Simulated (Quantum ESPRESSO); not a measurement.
Sn under changes of volume

One of the cells (27.353 Å³/atom); the others are scaled copies at fixed shape and fractional positions:

```xyz
1
Lattice="-2.0292 2.0292 1.6608 2.0292 -2.0292 1.6608 2.0292 2.0292 -1.6608" Properties=species:S:1:pos:R:3 pbc="T T T"
Sn    0.0000    0.0000    0.0000
```

This isn't the form of Sn at room conditions, which is tetragonal (white tin).

| Item | Value |
| --- | --- |
| Program | Quantum ESPRESSO 7.5 |
| Functional | LDA |
| Potentials or basis | GBRV 1.5 LDA |
| Cutoff | 925 eV |
| Density cutoff | 7401 eV |
| k mesh | 10 × 10 × 10 |
| Occupations | fermi-dirac, width 0.05 eV |
| Spin | no spin polarisation |

```csv
volume (Å³/atom),energy over the lowest point (meV/atom),pressure (GPa)
25.712,0.00,-0.4
26.259,2.79,-1.6
26.806,9.25,-2.6
27.353,?,?
27.901,31.38,-4.2
28.448,46.39,-4.9
28.995,63.62,-5.5
```

Question: What does the run at 27.353 Å³/atom give?

Answer: Energy over the lowest point 18.90 meV/atom; pressure -3.5 GPa.

Worked out: A Birch-Murnaghan fit of order 3 (a polynomial in V^(-2/3)) to the other rows has its minimum at 25.60 Å³/atom, just outside them, with B0 = V·E''(V) = 57 GPa and B' = 4.7 at fixed shape and positions, which overstates the stiffness. It gives 18.88 meV/atom at 27.353 Å³/atom, against the run's 18.90, and -dE/dV = -3.3 GPa, against -3.5.

Energies are extrapolated to zero smearing.
